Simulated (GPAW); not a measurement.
Equation of state of CsPbBr3 under LDA

```
CELL_PARAMETERS angstrom
5.87000 0.00000 0.00000
0.00000 5.87000 0.00000
0.00000 0.00000 5.87000
ATOMIC_POSITIONS crystal
Pb 0.50000 0.50000 0.50000
Cs 0.00000 0.00000 0.00000
Br 0.50000 0.50000 0.00000
Br 0.50000 0.00000 0.50000
Br 0.00000 0.50000 0.50000
```

Measurements of this composition are mostly on another form, of space group No. 62.

The cell was scaled at fixed shape and fractions and run with GPAW, the program's PAW data sets (release 1.2.1) made for this functional, cutoff 600 eV; LDA, k mesh 5 × 5 × 5 on the cell of 5 atoms, fermi-dirac occupations of 0.05 eV, no spin polarisation, no spin-orbit coupling. Energies are those that the program minimises, any entropy of the smearing included.

```csv
V (Å³/atom),energy over the lowest row (meV/atom)
38.0253,0.00
38.8343,0.60
39.6434,3.69
40.4524,8.97
41.2614,?
42.0705,25.15
42.8795,35.61
```

Q: Fit the third-order Birch-Murnaghan form, give V0, B0 and B′, and predict the energy left open.

A: With y = (V0/V)^(2/3), E = E0 + (9 V0 B0/16) [(y - 1)³ B′ + (y - 1)² (6 - 4y)]. Least squares through the rows shown give V0 = 38.2444 Å³/atom, E0 = -0.10 meV, B0 = 25.43 GPa (1 eV/Å³ = 160.218 GPa) and B′ = 4.82, with a largest miss of 0.00 meV. At V = 41.2614 the form with these constants gives 16.20 meV; the run gave 16.20 meV an atom.
